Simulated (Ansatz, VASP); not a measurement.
ZnS: VASP beside Ansatz

The input INCAR:

```
SYSTEM = ZnS
  ALGO = Normal
  EDIFF = 1E-6
  ENCUT = 520
  GGA = PE
  ISIF = 2
  ISMEAR = 0
  LASPH = .TRUE.
  LCHARG = .TRUE.
  LELF = .TRUE.
  LREAL = .FALSE.
  LVHAR = .TRUE.
  LWAVE = .FALSE.
  NBANDS = 26
  NELM = 100
  PREC = Accurate
  SIGMA = 0.01
```

Contents of KPOINTS:

```
k-points
0
G
  9 9 6
  0 0 0
```

Contents of POSCAR:

```
ZnS
1.0
    3.8451345355      0.0000000000      0.0000000000
   -1.9225672678      3.3299841887      0.0000000000
    0.0000000000      0.0000000000      6.3057239286
Zn S
2 2
Direct
    0.3333333333      0.6666666667     -0.0279912510
    0.6666666667      0.3333333333      0.4720087490
    0.3333333333      0.6666666667      0.4029912510
    0.6666666667      0.3333333333      0.9029912510
```

Input for Ansatz:

```yaml
crystal:
  lattice:
    - [3.8451345355, 0.0, 0.0]
    - [-1.9225672678, 3.3299841887, 0.0]
    - [0.0, 0.0, 6.3057239286]
  atoms:
    - { symbol: Zn, position: [0.3333333333, 0.6666666667, -0.027991251] }
    - { symbol: Zn, position: [0.6666666667, 0.3333333333, 0.472008749] }
    - { symbol: S, position: [0.3333333333, 0.6666666667, 0.402991251] }
    - { symbol: S, position: [0.6666666667, 0.3333333333, 0.902991251] }
basis:
  ecutwfc: 420
  xc_grid: 2
kpoints:
  mp_grid: { grid: [9, 9, 6] }
hamiltonian:
  xc: pbe
  pseudopotentials: { kind: paw, azcp: { folder: soft_1 } }
scf:
  occupations: { method: fixed }
output:
  forces: true
  stress: true
  eigenvalues: true
  polarization: {}
```

Change from the starting cell: polar distortion scaled by 0.55.

Alike in both runs: task single point; functional PBE; k mesh 9 × 9 × 6; no spin polarisation.

|  | VASP | Ansatz |
| --- | --- | --- |
| version | VASP 6.6.1 | Ansatz 0.2.0 |
| potentials or method | VASP PAW PBE potentials, release 64 (Zn, S) | scalar-relativistic, plane waves, PAW |
| plane-wave cutoff (eV) | 520 | 420 |
| occupations | gaussian, width 0.01 eV | fixed |
| valence electrons in the cell | 36 | 36 |

```tsv
	VASP	Ansatz	Ansatz less VASP
gap on the k mesh at the Fermi level (eV)	2.24	2.23	-0.010
least direct gap on the mesh (eV)	2.24	2.23	-0.010
pressure (GPa)	2.7	2.6	-0.15
largest component of the traceless stress (GPa)	3.88	3.78	-0.106
rms of the force components (eV/Å)	0.429	0.424	-0.0050
```

Atom by atom the forces differ by 0.005 eV/Å (rms over components).

Caveats: an odd mesh through Γ misses points on the zone boundary, where band edges often lie.
